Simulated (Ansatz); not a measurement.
Crystal: Pd.

```xyz
1
Lattice="0.0000 1.9465 1.9465 1.9465 0.0000 1.9465 1.9465 1.9465 0.0000" Properties=species:S:1:pos:R:3 pbc="T T T"
Pd    0.0000    0.0000    0.0000
```

Base run:

```yaml
Program: Ansatz 0.2.0
Functional: PBE
Potentials_or_basis: Ansatz PAW
Cutoff: 600 eV
Density_cutoff: 2400 eV
k_mesh: 12 × 12 × 12
Occupations: fermi-dirac, width 0.05 eV
Spin: no spin polarisation
```

Its results: band gap on the k mesh none (metal or under the smearing width); pressure 6.9 GPa.

Task: After a change of settings the same cell gave: band gap on the k mesh none (metal or under the smearing width); pressure 10.4 GPa. Which change was it?
A. functional from PBE to revPBE; cutoff from 600 eV to 420 eV; density cutoff from 2400 eV to 1680 eV
B. functional from PBE to LDA; potentials or basis from Ansatz PAW to JTH PAW LDA; cutoff from 600 eV to 1080 eV; density cutoff from 2400 eV to 5400 eV
C. cutoff from 600 eV to 420 eV; density cutoff from 2400 eV to 1680 eV; occupations from fermi-dirac, width 0.05 eV to gaussian, width 0.023 eV
D. functional from PBE to RPBE; cutoff from 600 eV to 420 eV; density cutoff from 2400 eV to 1680 eV; occupations from fermi-dirac, width 0.05 eV to gaussian, width 0.1 eV

Result: A.

revPBE binds less tightly than PBE, so the same cell stands under more pressure.

Caveats: the potentials were made for another functional, which shifts forces and pressure (some runs); the PAW data sets come from PBE, with cores solved anew for the run's functional, which leaves a small shift of forces and pressure (some runs).

Not every run made on this cell is shown here.
